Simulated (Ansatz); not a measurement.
# Aluminium, diamond under revPBE: ground state and equation of state

The plan for aluminium in the diamond structure: relax it, solve it on a dense k-mesh, then scale the cell to 7 volumes from 88 to 112 % of the relaxed one and try a fit of the equation of state. Spin polarisation is left out. The k-meshes are 10×10×10 for the relaxation; 15×15×15 for the dense run; 10×10×10 for the volumes.

This is Al in the diamond structure; at room conditions it is fcc.

Program: Ansatz 0.2.0. Level of theory: DFT revPBE, plane waves (420 eV) with PAW, scalar-relativistic; the PAW data stem from PBE, with regenerated cores. These are calculated values, not measurements.

## 1. The starting structure

Symmetry: Fd-3m, No. 227, cubic system. Conventional cell: a = 5.639 Å, b = 5.639 Å, c = 5.639 Å, α = 90.00°, β = 90.00°, γ = 90.00°. Al (site symmetry -43m) is surrounded by 4 Al at 2.44 Å.

Structure file:

```cif
data_structure
_symmetry_space_group_name_H-M 'P 1'
_symmetry_Int_Tables_number 1
_cell_length_a 3.9873
_cell_length_b 3.9873
_cell_length_c 3.9873
_cell_angle_alpha 60.000
_cell_angle_beta 60.000
_cell_angle_gamma 60.000
_cell_volume 44.83
loop_
_atom_site_label
_atom_site_type_symbol
_atom_site_fract_x
_atom_site_fract_y
_atom_site_fract_z
_atom_site_occupancy
Al1 Al 0.12500 0.12500 0.12500 1
Al2 Al 0.87500 0.87500 0.87500 1
```

## 2. Relaxation of the cell

input.yaml reads:

```yaml
crystal:
  lattice:
    - [0.0, 2.8194727963, 2.8194727963]
    - [2.8194727963, 0.0, 2.8194727963]
    - [2.8194727963, 2.8194727963, 0.0]
  atoms:
    - { symbol: Al, position: [0.125, 0.125, 0.125] }
    - { symbol: Al, position: [0.875, 0.875, 0.875] }
hamiltonian:
  xc: revpbe
  pseudopotentials:
    kind: paw
    azcp:
      Al: "pseudopotentials/Al.paw.azcp"
basis:
  ecutwfc: 420
  fft_grid_basis: typed
kpoints:
  mp_grid: { grid: [10, 10, 10], shift: [0, 0, 0] }
magnetization:
  spin_polarized: false
scf:
  occupations: { method: fermi_dirac, width: 0.1 }
relax:
  max_steps: 60
  f_tol: 0.01
  cell: {}
output:
  write_density: true
  write_potential: true
  elf: true
  volumetric_format: npy
```

The runs that follow: The energy on a finer k-mesh; The cell scaled to 88 % of its volume; The cell scaled to 92 % of its volume; The cell scaled to 96 % of its volume; The cell scaled to 100 % of its volume; The cell scaled to 104 % of its volume; The cell scaled to 108 % of its volume; The cell scaled to 112 % of its volume.

What does the calculation give? Wanted: space group; conventional cell; volume; shortest distance; gap on the mesh; relative to fcc; V₀, B₀, B₀′.

**Answer**, as computed:

```
                      quantity                         value
space group (spins left aside)               Fd-3m (No. 227)
             conventional cell                   a = 6.085 Å
                        volume                28.165 Å³/atom
             shortest distance                       2.635 Å
               gap on the mesh  none (levels filled in part)
               relative to fcc                 +735 meV/atom
                   V₀, B₀, B₀′   28.108 Å³/atom, 36 GPa, 4.3
```

The relaxation enlarged the cell by 25.7 % in volume. It lies 735 meV/atom above the element's reference form at the same level (fcc, from a run of its own). Levels at the Fermi energy are filled in part, as in a metal. B₀ comes out at 36 GPa. Relaxation kept the symmetry; phonons were not checked.
